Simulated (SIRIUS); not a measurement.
**Al in SIRIUS: the effect of target pressure**

The system is Al.

```
CELL_PARAMETERS angstrom
2.86351 0.00000 0.00000
1.43175 2.47987 0.00000
1.43175 0.82662 2.33804
ATOMIC_POSITIONS crystal
Al 0.00000 0.00000 0.00000
```

Alike in all runs:

- Program: SIRIUS 7.12.0
- Task: relaxation of cell and atoms
- Functional: PBE
- Potentials or basis: PseudoDojo 0.4.1 PBE standard (scalar relativistic)
- Cutoff: 557 eV
- Density cutoff: 2229 eV
- k mesh: 11 × 11 × 11
- Occupations: fermi-dirac, width 0.05 eV
- Spin: no spin polarisation

Each run relaxes the cell or the atoms first.

```csv
target pressure,relaxed volume (Å³/atom)
0 GPa,16.46
5 GPa,15.57
10 GPa,?
20 GPa,13.86
30 GPa,13.08
```

Q: What does the run with target pressure 10 GPa give?

A: Relaxed volume 14.89 Å³/atom.

Worked out: In Murnaghan's law V^(-B') rises as a straight line in P. The other rows fit best with B' = 3.8, V0 = 16.46 Å³/atom and B0 = 82 GPa, which gives 14.89 Å³/atom at 10 GPa, against the run's 14.89.

Caveats: the volume moved by over 15 % at a fixed basis, so the end points are rough (some runs).
